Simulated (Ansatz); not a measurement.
## Structure types of Se compared at 290 GPa

Structure types of Se are relaxed in primitive cells with their symmetry kept at 290 GPa, first on PAW files, then by LAPW. The enthalpy is E + pV at zero temperature, without zero-point motion. Only the types listed were tried, and differences under about 5 meV/atom are mesh noise. The real phase may be another.

All numbers are PBEsol results (scalar-relativistic) from Ansatz 0.2.0, with Fermi–Dirac smearing of 0.08 eV, no spin polarisation. Methods: LAPW: all electrons, basis error target 0.5 meV/atom; PAW: frozen-core files, cutoff 420 eV.

k meshes: bcc 20×20×20, hcp 18×18×10, A7 15×15×15, sc 17×17×17, simple hexagonal 19×19×17.

The PAW files were made under PBE.

**Question.** Which type is lowest in enthalpy, and by how much?

**Answer.** fcc, 15 meV/atom below bcc. The whole table:

| start type | ends as | a, b, c (Å) | V (Å³/atom) | H − H(lowest), LAPW (meV/atom) | same, PAW |
| --- | --- | --- | --- | --- | --- |
| bcc | bcc, Im-3m | 2.661, 2.661, 2.661 | 9.42 | 15.5 | 15.7 |
| hcp | hcp, P6_3/mmc | 2.416, 2.416, 3.718 | 9.40 | 18.6 | 18.6 |
| A7 | fcc, Fm-3m | 2.370, 2.370, 5.776 | 9.37 | 0.0 | 0.0 |
| sc | sc, Pm-3m | 2.147, 2.147, 2.147 | 9.90 | 1458.3 | 1460.5 |
| simple hexagonal | simple hexagonal, P6/mmm | 2.292, 2.292, 2.140 | 9.74 | 1011.4 | 1012.7 |

**Question.** Split the lead of fcc over bcc into energy and pV.

**Answer.** For bcc less fcc: ΔE = -84.2 meV/atom, and p·ΔV = 290 GPa × +0.0551 Å³ × 6.242 meV/(GPa·Å³) = +99.7 meV/atom, together 15.5 meV/atom. fcc wins by its smaller volume, against the internal energy.
